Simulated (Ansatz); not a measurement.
Input and command of a calculation in Ansatz (plane waves; scalar-relativistic PAW potentials unless the input names others):

```yaml
crystal:
  lattice:
    - [4.051940602, 0.0, 0.0]
    - [0.0, 4.051940602, 0.0]
    - [0.0, 0.0, 4.051940602]
  atoms:
    - { symbol: K, position: [0.0, 0.0, 0.0] }
    - { symbol: Zn, position: [0.5, 0.5, 0.5] }
    - { symbol: F, position: [0.0, 0.5, 0.5] }
    - { symbol: F, position: [0.5, 0.0, 0.5] }
    - { symbol: F, position: [0.5, 0.5, 0.0] }
basis:
  ecutwfc: 420
kpoints:
  mp_grid: { grid: [6, 6, 6] }
hamiltonian:
  xc: pbesol
scf:
  occupations: { method: fermi_dirac, width: 0.3 }
  n_extra_bands: 0
  max_iter: 80
output:
  forces: true
  eigenvalues: true
  stress: true
```

```bash
ansatz run input.yaml --threads 1 --pin off --max-ram 2560MiB --backend cpu --events-out ev --progress --plain --runs-dir out
```

Task: What will the program do with this input?

Result: The program refuses it, because of too few bands (scf.n_extra_bands: not typed → 0). Also changed, but not at fault: scf.occupations: {"method": "gaussian", "width": 0.02} → {"method": "fermi_dirac", "width": 0.3}. With the sound run's settings it is accepted.

Abridged log:
```
Error: inconsistent input (scf.n_extra_bands, scf.occupations.method): n_bands = 21 leaves no empty band above the 21 bands per channel that the deck's 42 electrons occupy, and the occupations search for the Fermi level (a smearing at a finite width, or tetrahedra): a level found among occupied bands alone can fill a metal as an insulator; raise scf.n_extra_bands until at least 22 bands are solved (omitted, it auto-derives to 28) (see scf.n_extra_bands in the input reference)
```